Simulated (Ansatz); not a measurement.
Input and command of a plane-wave DFT calculation in Ansatz:

```yaml
crystal:
  lattice:
    - [2.6161540064, 0.0, 0.0]
    - [0.0, 2.6161540064, 0.0]
    - [0.0, 0.0, 2.6161540064]
  atoms:
    - { symbol: Co, position: [0.0, 0.0, 0.0] }
    - { symbol: O, position: [0.5, 0.5, 0.5] }
basis:
  ecutwfc: 420
kpoints:
  mp_grid: { grid: [16, 16, 16] }
hamiltonian:
  xc: pbe
scf:
  occupations: { method: gaussian, width: 0.1 }
  lower_state_search: "off"
output:
  forces: true
  stress: true
  eigenvalues: true
magnetization:
  spin_polarized: true
  initial_magnetization: 1.5
  spin_locking: { lock_magnetization: hard }
```

```bash
ansatz run input.yaml --threads 1 --pin off --max-ram 2560MiB --backend cpu --events-out ev --progress --plain --runs-dir out
```

Processor: Arm Neoverse V2, 1 thread, on a host shared with other jobs.

Q: How long does it run, and how much memory does it take?

A: About 7 s on 1 thread of Arm Neoverse V2 (shared host), peak memory 0.34 GiB. It solves 17 bands at 165 k points (the mesh reduced by the symmetry that the task leaves, which can be less than the crystal's) with about 365 plane waves, in 12 SCF iterations.
